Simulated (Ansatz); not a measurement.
# TaN (P6/mmm): convergence test of the plane-wave cutoff from a Python script

How high a cutoff does TaN (P6/mmm) need? Wanted for TaN (P6/mmm): a convergence test of the plane-wave cutoff.

Program: Ansatz 0.2.0, driven from Python. Level of theory: DFT PBE, plane waves, PAW. These are calculated values, not measurements.

## 1. The structure

It takes space group P6/mmm (No. 191, hexagonal). Conventional cell: a = 5.191 Å, b = 5.191 Å, c = 2.908 Å, α = 90.00°, β = 90.00°, γ = 120.00°. Ta (site symmetry 6/mmm) is surrounded by 6 N at 2.60 Å and 2 Ta at 2.91 Å. Ta (site symmetry -6m2) has 6 N at 2.09 Å as nearest neighbours. N (site symmetry mmm) is surrounded by 6 Ta at 2.09 to 2.60 Å.

No structure file is read: the coordinates are typed or built in the script.

## 2. Script

The input, ecut.py:

```python
'''Cutoff test for TaN.'''

import ansatz as az
from tabulate import tabulate

SMEARING_WIDTH = 0.15
MESH = (5, 5, 8)

structure = (
    az.Lattice.of([5.191, 0.0, 0.0], [-2.5955, 4.495538, 0.0], [0.0, 0.0, 2.908])
    .atom('Ta', [0.0, 0.0, 0.0])
    .atom('Ta', [1 / 3, 2 / 3, 0.5])
    .atom('Ta', [2 / 3, 1 / 3, 0.5])
    .atom('N', [0.5, 0.0, 0.0])
    .atom('N', [0.5, 0.5, 0.0])
    .atom('N', [0.0, 0.5, 0.0])
)

calculation = (
    structure.calculation()
    .occupations(az.OccupationsMethod.METHFESSEL_PAXTON, width=SMEARING_WIDTH)
    .kpoints(mesh=MESH)
)

rows = []
for value in [250, 350, 450, 550]:
    data = calculation.basis(value).run(threads=1, backend='cpu').report
    rows.append((value, data['free_energy_ev'] / len(data['lattice']['sites']), data['n_iterations'], data['n_pw']))

print(tabulate(rows, headers=['cutoff (eV)', 'F/atom (eV)', 'iterations', 'plane waves'], floatfmt='.4f', tablefmt='simple'))

# differences from the last row
for row in rows[:-1]:
    shift = 1000 * (row[1] - rows[-1][1])
    print(f'{row[0]}: {shift:+.2f} meV/atom' + ('  (within 1 meV)' if abs(shift) < 1 else ''))
```

## 3. The calls as engine input

The engine receives this input (first run):

```yaml
crystal:
  lattice:
    - [5.191, 0.0, 0.0]
    - [-2.5955, 4.495538, 0.0]
    - [0.0, 0.0, 2.908]
  atoms:
    - { symbol: Ta, position: [0.0, 0.0, 0.0] }
    - { symbol: Ta, position: [0.3333333333333333, 0.6666666666666666, 0.5] }
    - { symbol: Ta, position: [0.6666666666666666, 0.3333333333333333, 0.5] }
    - { symbol: "N", position: [0.5, 0.0, 0.0] }
    - { symbol: "N", position: [0.5, 0.5, 0.0] }
    - { symbol: "N", position: [0.0, 0.5, 0.0] }
basis:
  ecutwfc: 250.0
kpoints:
  mp_grid:
    grid: [5, 5, 8]
scf:
  occupations:
    method: methfessel_paxton
    width: 0.15
```

## 4. Running it

The run is started by

```
$ python ecut.py
```

Output:

```text
DeckWarning: basis.ecutwfc = 250 eV is below the records' recommended 420 eV, and the density's cutoff is lower with it unless basis.ecutrho_ratio is high enough to keep the records' density cutoff: compare with a run at a higher cutoff
DeckWarning: basis.ecutwfc = 350 eV is below the records' recommended 420 eV, and the density's cutoff is lower with it unless basis.ecutrho_ratio is high enough to keep the records' density cutoff: compare with a run at a higher cutoff
  cutoff (eV)    F/atom (eV)    iterations    plane waves
-------------  -------------  ------------  -------------
          250     -5158.2991             7            619
          350     -5158.8084             7           1011
          450     -5158.8408             7           1457
          550     -5158.8414             7           2003
250: +542.35 meV/atom
350: +33.01 meV/atom
450: +0.65 meV/atom  (within 1 meV)
```

(Warnings from the package without file and line.)

Wall time 11 s (1 thread of Arm Neoverse V1, shared host); peak memory 0.42 GiB.

## 5. What changed from run to run

The engine's inputs for the other runs:

Run 2, against run 1:

```diff
@@ -14 +14 @@
-  ecutwfc: 250.0
+  ecutwfc: 350.0
```

Run 3, against run 1:

```diff
@@ -14 +14 @@
-  ecutwfc: 250.0
+  ecutwfc: 450.0
```

Run 4, against run 1:

```diff
@@ -14 +14 @@
-  ecutwfc: 250.0
+  ecutwfc: 550.0
```

## 6. What each run gave

The 4 runs, in the order started:

```csv
run,cutoff (eV),energy from run 4 (meV/atom),SCF cycles,CPU time (s)
1,250,542.35,7,1.5
2,350,33.01,7,2.1
3,450,0.65,7,2.9
4,550,0.00,7,3.7
```

Energies are free energies F = E - TS of the smeared occupations. 

## 7. Results

| quantity | value |
| --- | --- |
| runs compared | 4 |
| last run but one, from the last | +0.65 meV/atom |
| within 5 meV/atom of the last run from | 450 |

What this shows: Runs 1, 2: each has a cutoff under the recommended one, so what rests on them isn't a property of the system. From 450 eV on it stays within 1 meV an atom of the value at 550 eV; the first row (250 eV) is off by 542.4 meV and the last but one by 0.65 meV. The energy falls steadily, as expected when plane waves are added. What to keep in mind:
- No spin polarisation was allowed.
- The mesh is modest for a metal, so energies can be off by several to tens of meV an atom and pressures by half a GPa or more; differences at equal mesh fare better.
- Spin-orbit coupling, which matters for elements this heavy, is left out.
- No functional is typed, so the default, PBE, holds.
- Shifts are counted from the last row, which is itself no proven limit.
